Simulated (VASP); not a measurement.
Input of a VASP 6.6.1 run:

The input INCAR:

```
PREC = Accurate ; ENCUT = 400
EDIFF = 1E-6 ; ISMEAR = 0
SIGMA = 0.01 ; LREAL = F
LASPH = T ; NELM = 60
ALGO = Fast ; ISIF = 2
LWAVE = F ; LCHARG = F
GGA = PE ; ISYM = 0
```

KPOINTS

```
regular mesh
0
Gamma
  1 1 1
```

POSCAR

```
H2CO2                                   
1.0
   13.3432429698      0.0000000000      0.0000000000
    0.0000000000     13.8432429698      0.0000000000
    0.0000000000      0.0000000000     14.3432429698
  O               C               H             
     2     1     2
Selective dynamics
Direct
     0.4420683951000015    0.5019878909999989    0.4046502002000025   F   F   F
     0.4652421484442142    0.5217029832836999    0.5587188361843953   T   T   T
     0.4973752750759511    0.4995020357491072    0.4711247846661748   T   T   T
     0.5780733208809190    0.4793318713579713    0.4675744137921061   T   T   T
     0.5208058114336451    0.5154727447059698    0.6027236770071039   T   T   T
```

Potentials or basis: VASP PAW PBE potentials, release 64 (O, C, H).

Run with:

```console
$ cat potpaw_PBE.64/O/POTCAR potpaw_PBE.64/C/POTCAR potpaw_PBE.64/H/POTCAR > POTCAR
$ mpirun -np 1 vasp_gam > vasp.out
```

**Question.** Estimate the largest force.

**Answer.** 0.024 eV/Å.

**Question.** Predict the gap between the frontier levels.

**Answer.** 5.23 eV.

Forces in eV/Å, atoms in the order of the input:
```
O    0.000 -0.004 -0.024
O   -0.003  0.001  0.008
C   -0.009  0.003  0.004
H   -0.007  0.006  0.019
H    0.019 -0.006 -0.007
```

Caveat: the standard files for N, O and F lose accuracy on very short bonds. PBE gaps usually lie below the measured ones, often by a third to a half.
